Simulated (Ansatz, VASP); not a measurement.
# One calculation of Ti, two programs

Contents of INCAR:

```
  ALGO = Normal
  EDIFF = 1E-7
  ENCUT = 520
  GGA = PS
  ISIF = 2
  ISMEAR = 0
  LASPH = T
  LCHARG = F
  LREAL = F
  LWAVE = F
  NBANDS = 12
  NELM = 60
  PREC = Accurate
  SIGMA = 0.15
```

File KPOINTS:

```
k-points
0
Gamma
  20 20 20
```

The input POSCAR:

```
Ti
1.0
   -1.6410000000      1.3948500000      1.6410000000
    1.6410000000     -1.3948500000      1.6410000000
    1.6410000000      1.3948500000     -1.6410000000
Ti
1
Direct
    0.0000000000      0.0000000000      0.0000000000
```

Input for Ansatz:

```yaml
crystal:
  lattice:
    - [-1.641, 1.39485, 1.641]
    - [1.641, -1.39485, 1.641]
    - [1.641, 1.39485, -1.641]
  atoms:
    - { symbol: Ti, position: [0.0, 0.0, 0.0] }
basis:
  ecutwfc: 420
kpoints:
  mp_grid: { grid: [20, 20, 20] }
hamiltonian:
  xc: pbesol
scf:
  occupations: { method: gaussian, width: 0.15 }
output:
  forces: true
  stress: true
  eigenvalues: true
```

Change from the starting cell: strain -0.1500 x Voigt [0, 1, 0, 0, 0, 0], atoms carried along.

Alike in both runs: task single point; functional PBEsol; k mesh 20 × 20 × 20; occupations gaussian, width 0.15 eV; no spin polarisation.

|  | VASP | Ansatz |
| --- | --- | --- |
| version | VASP 6.6.1 | Ansatz 0.2.0 |
| potentials or method | VASP PAW PBE potentials, release 64 (Ti_sv) | scalar-relativistic, plane waves, PAW |
| plane-wave cutoff (eV) | 520 | 420 |
| valence electrons in the cell | 12 | 12 |

Ansatz gave:

- gap on the k mesh at the Fermi level (eV): none
- pressure (GPa): 12.7
- largest component of the traceless stress (GPa): 0.48

Problem. Which values does VASP return?

Solution. gap on the k mesh at the Fermi level (eV): none; pressure (GPa): 12.2; largest component of the traceless stress (GPa): 0.41.

A gap of «none» marks a metal or a gap that the smearing closes.

Caveats: the PAW data sets were made with another functional, which shifts forces and pressure a little (VASP).
